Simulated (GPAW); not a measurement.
Here is a GPAW 26.7.0 calculation.

File run.py:

```python
from ase import Atoms
from ase.filters import FrechetCellFilter
from ase.io import write
from ase.optimize import BFGS
from ase.units import GPa
from gpaw import GPAW, PW, setup_paths

setup_paths.insert(0, '.')

atoms = Atoms(['Ge', 'Ge', 'Ge', 'Ge', 'Ge', 'Ge', 'Ge', 'Ge'],
              cell=[[4.0031158814, 0.0, 0.0],
                    [-2.0015579407, 3.4668000476, 0.0],
                    [0.0, 0.0, 13.15670686]],
              scaled_positions=[[0.3333333333, 0.6666666667, 0.15594157],
                                [0.6666666667, 0.3333333333, 0.84405843],
                                [0.6666666667, 0.3333333333, 0.65594157],
                                [0.3333333333, 0.6666666667, 0.34405843],
                                [0.0, 0.0, 0.09314884],
                                [0.0, 0.0, 0.90685116],
                                [0.0, 0.0, 0.59314884],
                                [0.0, 0.0, 0.40685116]],
              pbc=True)

calc = GPAW(mode=PW(600),
            xc='PBEsol',
            kpts={'size': (5, 5, 2), 'gamma': True},
            occupations={'name': 'fermi-dirac', 'width': 0.05},
            nbands=32,
            convergence={'density': 1e-05, 'forces': 0.0001},
            maxiter=150,
            txt='gpaw.txt')
atoms.calc = calc
opt = BFGS(FrechetCellFilter(atoms, scalar_pressure=10 * GPa), trajectory='relax.traj', logfile='-')
done = opt.run(fmax=0.02, steps=60)
calc.write('gs.gpw')
write('result.traj', atoms)
print('Converged:', done)
print('Cell:', atoms.cell.cellpar().round(4))
print('Volume:', round(atoms.get_volume(), 4))
print(atoms.get_scaled_positions().round(5))
```

Potentials or basis: PAW data sets generated in the run's folder for this functional, pw.

Command:

```bash
$ gpaw-setup -f PBEsol Ge
$ OMP_NUM_THREADS=1 python run.py
```

Q: What does it give for the relaxed volume?

A: 20.50 Å³/atom.

Q: Estimate the band gap on the k mesh.

A: 0.21 eV, direct.

Q: Predict the space group after relaxing (to 0.05 Å).

A: P6_3/mmc (No. 194).

Final structure:
```
CELL_PARAMETERS angstrom
3.86850 0.00000 0.00000
-1.93425 3.35022 0.00000
0.00000 0.00000 12.65598
ATOMIC_POSITIONS crystal
Ge 0.33333 0.66667 0.15586
Ge 0.66667 0.33333 0.84414
Ge 0.66667 0.33333 0.65586
Ge 0.33333 0.66667 0.34414
Ge 0.00000 0.00000 0.09341
Ge 0.00000 0.00000 0.90659
Ge 0.00000 0.00000 0.59341
Ge 0.00000 0.00000 0.40659
```

Caveat: later steps reuse the first step's grids; an odd mesh through Γ misses points on the zone boundary, where band edges often lie. A hybrid or GW would open this gap; PBEsol tends to underestimate it.
